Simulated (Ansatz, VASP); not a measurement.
# P: VASP beside Ansatz

```
P
1.0
     0.00000    1.94727    1.94727
     1.94727    0.00000    1.94727
     1.94727    1.94727    0.00000
P
1
Direct
  0.00000 0.00000 0.00000
```

Alike in both runs: task single point; functional RPBE; k mesh 16 × 16 × 16; occupations fermi-dirac, width 0.1 eV; no spin polarisation.

|  | VASP | Ansatz |
| --- | --- | --- |
| version | VASP 6.6.1 | Ansatz 0.2.0 |
| potentials or method | VASP PAW PBE potentials, release 64 (P) | plane waves (420 eV) with PAW, scalar-relativistic |
| plane-wave cutoff (eV) | 520 | 420 |
| valence electrons in the cell | 5 | 5 |

```tsv
	VASP	Ansatz	Ansatz less VASP
pressure (GPa)	-0.2	0.3	+0.52
```

Caveats: the PAW data sets were made with another functional, which shifts forces and pressure a little (VASP).
